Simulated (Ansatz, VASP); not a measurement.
# HfB4: VASP beside Ansatz

File INCAR:

```
PREC     = Accurate       # precision mode
ENCUT    = 600            # plane-wave cutoff, eV
EDIFF    = 1E-7           # SCF threshold, eV
ISMEAR   = 0              # smearing method
SIGMA    = 0.1            # smearing width, eV
LREAL    = F              # projectors in reciprocal space
LASPH    = T              # aspherical terms in the spheres
NELM     = 60             # most SCF steps
ALGO     = Normal         # electronic algorithm
ISIF     = 3              # what is computed and relaxed
LWAVE    = F              # write WAVECAR
LCHARG   = F              # write CHGCAR
GGA      = PE             # functional
IBRION   = 2              # ionic algorithm
NSW      = 90             # ionic steps
EDIFFG   = -0.04          # ionic threshold
```

File KPOINTS:

```
regular mesh
0
Gamma
  6 6 6
```

File POSCAR:

```
HfB4
1.0
    1.7228533800      0.9946898600      4.5637827900
   -1.7228533800      0.9946898600      4.5637827900
    0.0000000000     -1.9893797300      4.5637827900
Hf B
1 4
Direct
    0.5000000000      0.5000000000      0.5000000000
    0.6493987700      0.6493987700      0.6493987700
    0.3506012300      0.3506012300      0.3506012300
    0.7960845400      0.7960845400      0.7960845400
    0.2039154600      0.2039154600      0.2039154600
```

Input for Ansatz:

```yaml
crystal:
  lattice:
    - [1.72285338, 0.99468986, 4.56378279]
    - [-1.72285338, 0.99468986, 4.56378279]
    - [0.0, -1.98937973, 4.56378279]
  atoms:
    - { symbol: Hf, position: [0.5, 0.5, 0.5] }
    - { symbol: B, position: [0.64939877, 0.64939877, 0.64939877] }
    - { symbol: B, position: [0.35060123, 0.35060123, 0.35060123] }
    - { symbol: B, position: [0.79608454, 0.79608454, 0.79608454] }
    - { symbol: B, position: [0.20391546, 0.20391546, 0.20391546] }
basis:
  ecutwfc: 420
kpoints:
  mp_grid: { grid: [6, 6, 6] }
hamiltonian:
  xc: pbe
scf:
  occupations: { method: gaussian, width: 0.1 }
  lower_state_search: "off"
output:
  forces: true
  stress: true
  eigenvalues: true
relax:
  adjacent_minimum: "off"
  f_tol: 0.04
  max_steps: 70
  cell: { stress_tol: 0.4 }
```

Alike in both runs: task relaxation of cell and atoms; functional PBE; k mesh 6 × 6 × 6; occupations gaussian, width 0.1 eV; no spin polarisation.

```csv
,VASP,Ansatz
version,VASP 6.6.1,Ansatz 0.2.0
potentials or method,"VASP PAW PBE potentials, release 64 (Hf_pv, B)","scalar-relativistic, plane waves, PAW"
plane-wave cutoff (eV),600,420
valence electrons in the cell,22,38
```

|  | VASP | Ansatz | Ansatz less VASP |
| --- | --- | --- | --- |
| gap on the k mesh at the Fermi level, each at its own relaxed structure (eV) | none | none | - |
| relaxed volume (Å³/atom) | 11.57 | 11.57 | +0.002 |
| relaxed cell length with the largest relative difference (Å) | 5.120 | 5.128 | +0.0078 |
| energy change over the relaxation (meV/atom) | -985 | -954 | +31.3 |

A gap of «none» marks a metal or a gap that the smearing closes. The two sets of potentials don't hold the same shells in valence.

Caveats: the volume moved by over 15 % at a fixed basis, so the end points are rough (VASP). The runs have no spin-orbit coupling, so splittings on Hf are missing.
